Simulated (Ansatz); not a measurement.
## Ionic part of the dielectric constant of LiH, mode by mode

Theory: DFT PBE, scalar-relativistic, plane waves, PAW (Ansatz 0.2.0). Cutoff 420 eV, 12×12×10 k-points (Γ-centred), fixed occupations. No spin polarisation. Phonons by linear response, acoustic sum rule imposed.

Space group P-6m2 (No. 187), hexagonal, a = 2.756 Å, c = 2.534 Å. Around Li lie 6 H at 2.03 Å; H is surrounded by 6 Li at 2.03 Å.

The cell was found from a structure generator's guess, not taken from experiment.

The primitive cell has V = 16.67 Å³ and ε∞,xx = 3.896. Each polar mode adds Δε = (4.92064×10⁷/V)·S/ν² along x, with S its oscillator strength in e²/amu, ν in cm⁻¹ and V in Å³.

Q: From these modes, find each Δε and ε0,xx.
```csv
ν (cm⁻¹),S_xx (e²/amu)
572.38,0.9732
```

A:
```tsv
ν (cm⁻¹)	Δε
572.38	8.77
```

The sum is 8.77, so ε0,xx = 12.67; the run's tensor has 12.66.

Q: Where do the longitudinal modes lie for a wave vector along x?

A: At 1031.98 cm⁻¹. The Lyddane–Sachs–Teller product Π(ν_LO/ν_TO)² = 3.25 agrees with ε0/ε∞ = 3.25.
